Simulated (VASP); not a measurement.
Input of a VASP 6.6.1 run:

INCAR

```
PREC = Accurate ; ENCUT = 520
EDIFF = 1E-7 ; ISMEAR = 1
SIGMA = 0.1 ; LREAL = False
LASPH = True ; NELM = 120
ALGO = Fast ; ISIF = 2
LWAVE = False ; LCHARG = False
LDIPOL = True ; IDIPOL = 3
DIPOL = 0.5 0.5 0.500 ; GGA = PE
IBRION = 2 ; NSW = 90
EDIFFG = -0.02 ; KPAR = 2
```

KPOINTS

```
regular mesh
0
Gamma
  9 4 1
```

File POSCAR:

```
Rh
1.0
    3.8668983000      0.0000000000      0.0000000000
   -1.9334491000     10.0464965000      0.0000000000
    0.0000000000      0.0000000000     23.1039786400
Rh
5
Direct
    0.0000000000      1.0000000000      0.5000000000
    0.4000000000      0.8000000000      0.5000000000
    0.8000000000      0.6000000000      0.5000000000
    0.2000000000      0.4000000000      0.5000000000
    0.6000000000      0.2000000000      0.5000000000
```

Potentials or basis: VASP PAW PBE potentials, release 64 (Rh_pv).

The run is started by

```sh
$ cat potpaw_PBE.64/Rh_pv/POTCAR > POTCAR
$ mpirun -np 2 vasp_std > vasp.out
```

**Question.** Estimate the band gap on the k mesh.

**Answer.** None (metal or under the smearing width).

Final structure:
```
CELL_PARAMETERS angstrom
3.86690 0.00000 0.00000
-1.93345 10.04650 0.00000
0.00000 0.00000 23.10398
ATOMIC_POSITIONS crystal
Rh 0.00000 0.00000 0.50000
Rh 0.40000 0.80000 0.50000
Rh 0.80000 0.60000 0.50000
Rh 0.20000 0.40000 0.50000
Rh 0.60000 0.20000 0.50000
```

Caveat: the relaxation stopped at its first step, so nothing moved.
